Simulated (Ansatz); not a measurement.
# CdS: a tetragonal deformation path

Aim: for CdS, follow a tetragonal deformation at fixed volume.

The COD entry's cell or inner coordinates are ideal or old and differ from later refinements, so a difference from it is no clean test against experiment.

Method: DFT PBE, scalar-relativistic, plane waves, PAW, in Ansatz 0.2.0.

## (1) Starting point

Symmetry: F-43m, No. 216, cubic system. The conventional cell has a = 5.820 Å, b = 5.820 Å, c = 5.820 Å, α = 90.00°, β = 90.00°, γ = 90.00°. Around Cd (site symmetry -43m) lie 4 S at 2.52 Å. S (site symmetry -43m) has 4 Cd at 2.52 Å in its first shell of neighbours.

Coordinates:

```cif
data_structure
_symmetry_space_group_name_H-M 'F-43m'
_symmetry_Int_Tables_number 216
_cell_length_a 5.8200
_cell_length_b 5.8200
_cell_length_c 5.8200
_cell_angle_alpha 90.000
_cell_angle_beta 90.000
_cell_angle_gamma 90.000
_cell_volume 197.14
loop_
_atom_site_label
_atom_site_type_symbol
_atom_site_symmetry_multiplicity
_atom_site_Wyckoff_symbol
_atom_site_fract_x
_atom_site_fract_y
_atom_site_fract_z
_atom_site_occupancy
Cd1 Cd 4 a 0.00000 0.00000 0.00000 1
S1 S 4 c 0.25000 0.25000 0.25000 1
```

The cell is taken as given, not relaxed at this level.

## (2) Zero of energy

Reference values: F = -9157.8017 eV; pressure 3.30 GPa; largest force 0.000 eV/Å; gap on the mesh 1.16 eV. It was computed beforehand with the settings of the runs below.

## (3) Setting up a tetragonal deformation path

At fixed volume and fractional coordinates, lengths along (0.000, 0.000, 1.000) are scaled against those across it; ρ is that ratio over its starting value.

## (4) At ρ = 0.707

File input.yaml:

```yaml
crystal:
  lattice:
    - [0.0, 3.2665289966, 2.3094360006]
    - [3.2665289966, 0.0, 2.3094360006]
    - [3.2665289966, 3.2665289966, 0.0]
  atoms:
    - { symbol: Cd, position: [0.0, 0.0, 0.0] }
    - { symbol: S, position: [0.75, 0.75, 0.75] }
basis:
  ecutwfc: 420
kpoints:
  mp_grid: { grid: [10, 10, 10] }
hamiltonian:
  xc: pbe
scf:
  occupations: { method: gaussian, width: 0.05 }
output:
  forces: true
  stress: true
  eigenvalues: true
```

Run with:

```
> ansatz run input.yaml --threads 1 --pin off --max-ram 2560MiB --backend cpu --events-out ev --progress --plain --runs-dir out
```

The session goes on with these runs: At ρ = 1.414; ρ = 0.850; point ρ = 1.200; At ρ = 0.780; At ρ = 1.300; point ρ = 0.920; ρ = 1.100; ρ = 0.650; At ρ = 1.500; ρ = 0.960; point ρ = 1.050.

**Question.** What will these runs give? Wanted: highest point.

As calculated:

| quantity | value |
| --- | --- |
| highest point | 278.3 meV/atom at ρ = 1.500 |

In words: No sampled point lies below the undisturbed cell. No sampled point inside the path is a dip, apart from those named. The gap on the mesh, 1.16 eV at the start, reads zero at ρ = 1.414. The final runs have no spin polarisation, so a magnetic state may lie lower.

Counted by bands, a gap of 0.02 eV stays open on the mesh in one run that reads as metallic: the smearing reaches across it.
